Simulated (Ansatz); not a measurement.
# Cd: the cost of one run

Computed with Ansatz 0.2.0 (DFT PBE, scalar-relativistic, plane waves, PAW, unless a step's input says otherwise).

**1. The system as given**

Symmetry: Cmce, No. 64, orthorhombic system. The conventional cell has a = 3.505 Å, b = 11.119 Å, c = 4.638 Å, α = 90.00°, β = 90.00°, γ = 90.00°. Around Cd (site symmetry m) lie 3 Cd at 2.30 to 2.33 Å.

Structure file:

```
CELL_PARAMETERS angstrom
1.75252 -5.55937 0.00000
1.75252 5.55937 0.00000
0.00000 0.00000 4.63810
ATOMIC_POSITIONS crystal
Cd 0.09800 0.90200 0.91000
Cd 0.59800 0.40200 0.59000
Cd 0.90200 0.09800 0.09000
Cd 0.40200 0.59800 0.41000
```

(A quick probe on a coarse mesh, which set the mesh and smearing, is not shown.)

**3. Coarse relaxation**

File input.yaml:

```yaml
crystal:
  lattice:
    - [1.7525236404, -5.5593650223, 0.0]
    - [1.7525236404, 5.5593650223, 0.0]
    - [0.0, 0.0, 4.6380988186]
  atoms:
    - { symbol: Cd, position: [0.098, 0.902, 0.91] }
    - { symbol: Cd, position: [0.598, 0.402, 0.59] }
    - { symbol: Cd, position: [0.902, 0.098, 0.09] }
    - { symbol: Cd, position: [0.402, 0.598, 0.41] }
basis:
  ecutwfc: 420
kpoints:
  mp_grid: { grid: [6, 6, 4] }
hamiltonian:
  xc: pbe
scf:
  occupations: { method: gaussian, width: 0.1 }
  lower_state_search: "off"
output:
  forces: true
  stress: true
  eigenvalues: true
relax:
  adjacent_minimum: "off"
  f_tol: 0.04
  max_steps: 70
  cell: { stress_tol: 0.4 }
```

What time and memory should one allow on 1 thread of an x86-64 CPU, shared host?

About 32 s, with a peak of 0.47 GiB.
